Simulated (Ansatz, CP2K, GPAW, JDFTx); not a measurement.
## PtS2: programs and potentials compared

```
CELL_PARAMETERS angstrom
3.54320 0.00000 0.00000
-1.77160 3.06850 0.00000
0.00000 0.00000 5.03880
ATOMIC_POSITIONS crystal
Pt 0.00000 0.00000 0.00000
S 0.66667 0.33333 0.77300
S 0.33333 0.66667 0.22700
```

Alike in all runs: task band structure; functional PBEsol; k mesh 9 × 9 × 5; occupations fermi-dirac, width 0.05 eV; no spin polarisation; no spin-orbit coupling. Pressure is positive in compression and, in plane waves, holds the error of the finite cutoff, which Ansatz's Pulay term estimates and takes out. Gaps are the smaller of the mesh's and the band path's.

| program and potentials | plane-wave cutoff (eV) | notes | band gap (eV) | pressure (GPa) | largest force (eV/Å) |
| --- | --- | --- | --- | --- | --- |
| Ansatz, Ansatz PAW | 420 | potentials made for PBE, which Ansatz adapts in part; 10 valence electrons an atom on average; Pulay term of +0.03 GPa included | 0.95 | 6.39 | 0.952 |
| JDFTx, PseudoDojo-SR-PBEsol-0.4.1-standard with smoothed tails | 1143 | 10 valence electrons an atom on average | 0.98 | - | - |
| Ansatz, all-electron LAPW, scalar-relativistic | - | - | 0.96 | 6.40 | 0.951 |
| GPAW, PAW data sets generated for this functional | 600 | 9.33 valence electrons an atom on average | ? | ? | ? |
| CP2K, POTENTIAL_UZH Pt GTH-PBE-q18, S GTH-PBE-q6; TZVP-MOLOPT-PBE-GTH basis | - | atomic basis; potentials made for PBE; 10 valence electrons an atom on average | 0.96 | 7.93 | 1.187 |

Problem. Estimate from the other rows what the run with GPAW, PAW data sets generated for this functional gave.

Solution. Band gap 0.93 eV; pressure 6.37 GPa; largest force 0.969 eV/Å. The other rows, which needn't bracket it: band gap 0.95 to 0.98; pressure 6.39 to 7.93; largest force 0.951 to 1.187.
